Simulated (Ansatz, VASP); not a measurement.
# KCl (Sylvite): VASP beside Ansatz

INCAR

```
PREC     = Accurate       # precision mode
ENCUT    = 520            # plane-wave cutoff, eV
EDIFF    = 1E-6           # SCF threshold, eV
ISMEAR   = 0              # smearing method
SIGMA    = 0.01           # smearing width, eV
LREAL    = F              # projectors in reciprocal space
LASPH    = T              # aspherical terms in the spheres
NELM     = 60             # most SCF steps
ALGO     = Normal         # electronic algorithm
ISIF     = 2              # what is computed and relaxed
LWAVE    = F              # write WAVECAR
LCHARG   = F              # write CHGCAR
GGA      = PE             # functional
NBANDS   = 15             # bands
```

File KPOINTS:

```
Automatic mesh
0
Gamma
  6 6 6
```

File POSCAR:

```
KCl
1.0
    0.0000000000      3.1448471320      3.1448471320
    3.1448471320      0.0000000000      3.1448471320
    3.1448471320      3.1448471320      0.0000000000
K Cl
1 1
Direct
    0.0000000000      0.0000000000      0.0000000000
    0.5000000000      0.5000000000      0.5000000000
```

Input for Ansatz:

```yaml
crystal:
  lattice:
    - [0.0, 3.144847132, 3.144847132]
    - [3.144847132, 0.0, 3.144847132]
    - [3.144847132, 3.144847132, 0.0]
  atoms:
    - { symbol: K, position: [0.0, 0.0, 0.0] }
    - { symbol: Cl, position: [0.5, 0.5, 0.5] }
kpoints:
  mp_grid: { grid: [6, 6, 6] }
hamiltonian:
  xc: pbe
scf:
  occupations: { method: fixed }
output:
  optics:
    e_range: [0, 20]
    de: 0.05
    sigma: 0.1
    bands: { spectra_wanted_up_to: 20 }
```

Alike in both runs: task single point; functional PBE; k mesh 6 × 6 × 6; no spin polarisation.

|  | VASP | Ansatz |
| --- | --- | --- |
| version | VASP 6.6.1 | Ansatz 0.2.0 |
| potentials or method | VASP PAW PBE potentials, release 64 (K_sv, Cl) | plane waves, PAW |
| plane-wave cutoff (eV) | 520 | 420 |
| occupations | gaussian, width 0.01 eV | fixed |
| valence electrons in the cell | 16 | 16 |

|  | VASP | Ansatz | Ansatz less VASP |
| --- | --- | --- | --- |
| gap on the k mesh at the Fermi level (eV) | 5.19 | 5.19 | +0.002 |

As with any semilocal functional, this PBE gap is likely too small.
